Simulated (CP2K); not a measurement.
# BP in CP2K: the effect of functional

Crystal: BP.

```
P B
1.0
     3.20885    0.00000    0.00000
     1.60443    2.77895    0.00000
     1.60443    0.92632    2.62002
P B
1 1
Direct
  0.75000 0.75000 0.75000
  0.00000 0.00000 0.00000
```

Alike in all runs:

* Program: CP2K 2026.2
* Task: atomic charges
* Potentials or basis: POTENTIAL_UZH P GTH-PBE-q5, B GTH-PBE-q3; TZVP-MOLOPT-PBE-GTH basis
* Density cutoff: 9184 eV
* k mesh: 10 × 10 × 10
* Occupations: fermi-dirac, width 0.05 eV
* Spin: no spin polarisation

Question: One run gave: gap on the mesh 1.77 eV; pressure 5.4 GPa. Which functional did it use?
A. WC
B. LDA
C. PW91
D. r2SCAN
E. vdW-DF2

Answer: E.

```tsv
functional	gap on the mesh (eV)	pressure (GPa)
PBE	1.37	0.3
LDA	1.21	-1.1
WC	1.26	-1.2
vdW-DF2	1.77	5.4
PW91	1.40	0.4
r2SCAN	1.51	-0.4
```

Caveats: the basis of atomic orbitals isn't converged, which shifts pressures, moduli and gaps; the potentials were made for another functional, which shifts forces and pressure (some runs).

A k mesh can miss the band edges.

Not every run made on this cell is shown here.
